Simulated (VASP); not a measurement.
ZnSnP2, 8 atoms in the cell. Symmetry: I-42d, No. 122, tetragonal system. Conventional cell: a = 5.625 Å, b = 5.625 Å, c = 11.278 Å, α = 90.00°, β = 90.00°, γ = 90.00°. Zn (site symmetry -4) is surrounded by 4 P at 2.36 Å. Sn (site symmetry -4) has 4 P at 2.52 Å as nearest neighbours. Around P (site symmetry 2) lie 2 Zn at 2.36 Å and 2 Sn at 2.52 Å. The cell comes from a database or a generator and needn't be the stable form of this composition.

* Program: VASP 6.6.1
* Task: band structure
* Functional: TB-mBJ
* Potentials or basis: VASP PAW PBE potentials, release 64 (Zn, Sn_d, P)
* Cutoff: 520 eV
* k mesh: 8 × 8 × 8
* Occupations: gaussian, width 0.03 eV
* Spin: no spin polarisation
* Further INCAR settings: ALGO = Normal; EDIFF = 1e-06; NBANDS = 46

Potentials or basis: VASP PAW PBE potentials, release 64 (Zn, Sn_d, P).

Run with:

```console
$ cat potpaw_PBE.64/Zn/POTCAR potpaw_PBE.64/Sn_d/POTCAR potpaw_PBE.64/P/POTCAR > POTCAR
$ cp INCAR.step1 INCAR
$ mpirun -np 2 vasp_std > vasp.out
$ cp INCAR.step2 INCAR
$ mpirun -np 2 vasp_std > vasp.out
```

Hardware: 2 MPI ranks on Intel(R) Xeon(R) Platinum 8488C (Sapphire Rapids) (shared host).

Question: Estimate the wall time of this run.

Answer: It took 38 min on 2 MPI ranks on Intel(R) Xeon(R) Platinum 8488C (Sapphire Rapids) (shared host), peak memory 0.79 GiB a rank. Counts: scf iterations 71, k points 59.
